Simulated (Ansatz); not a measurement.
**RbBr: Br on a Rb site**

Method: DFT PBE, scalar-relativistic, plane waves, PAW (Ansatz). (420 eV cutoff, 2×2×2 k-mesh, shifted by half a step, Gaussian smearing of 0.01 eV, collinear spin in charge +1 alone)

Host crystal, relaxed:

```
CELL_PARAMETERS angstrom
0.00000 3.50643 3.50643
3.50643 0.00000 3.50643
3.50643 3.50643 0.00000
ATOMIC_POSITIONS crystal
Rb 0.00000 0.00000 0.00000
Br 0.50000 0.50000 0.50000
```

Supercell of 32 atoms, rows in host cell vectors: 1 -3 1; 1 1 -3; 1 1 1. Atoms relax at the host's cell, keeping the symmetry that the supercell leaves at the site. The cell is small, so energies carry finite-size errors of tenths of an eV. The host's Kohn–Sham gap is 4.20 eV.

Defect: Br on a Rb site at (0.000, 0.000, 0.000) of the host cell, charge 0.

Question: Give the relaxed supercell.

Answer:
```
Br Rb
1.0
    -7.01287    7.01287   -7.01287
    -7.01287   -7.01287    7.01287
     7.01287    7.01287    7.01287
Br Rb
17 15
Cartesian
  0.0000 3.5064 3.5064
  3.5707 3.5064 3.5064
  -3.5064 7.0129 0.0000
  0.0000 10.5193 0.0000
  -3.5707 3.5064 3.5064
  0.0000 7.0771 3.5064
  -3.5064 3.5064 -3.5064
  -3.5064 0.0000 7.0129
  0.0000 3.5064 7.0771
  -3.5064 0.0000 0.0000
  0.0000 3.5064 -0.0643
  0.0000 0.0000 10.5193
  -3.5064 -3.5064 3.5064
  0.0000 -0.0643 3.5064
  -10.5193 0.0000 0.0000
  -7.0129 3.5064 0.0000
  -7.0129 0.0000 3.5064
  0.0000 0.0185 6.9944
  3.4880 3.5064 6.9944
  -7.0129 3.5064 3.5064
  -3.4880 6.9944 3.5064
  -7.0129 3.5064 -3.5064
  0.0000 6.9944 0.0185
  -3.4880 3.5064 6.9944
  -7.0129 -0.0185 -0.0185
  -3.4880 3.5064 0.0185
  3.4880 6.9944 3.5064
  -7.0129 -3.5064 3.5064
  -3.4880 0.0185 3.5064
  0.0000 0.0185 0.0185
  -3.5249 -3.5064 7.0313
  -3.5249 7.0313 -3.5064
```
Around the defect: 6 Br at 3.57 Å. The run ended with a moment of 0.00 μB (no spin polarisation).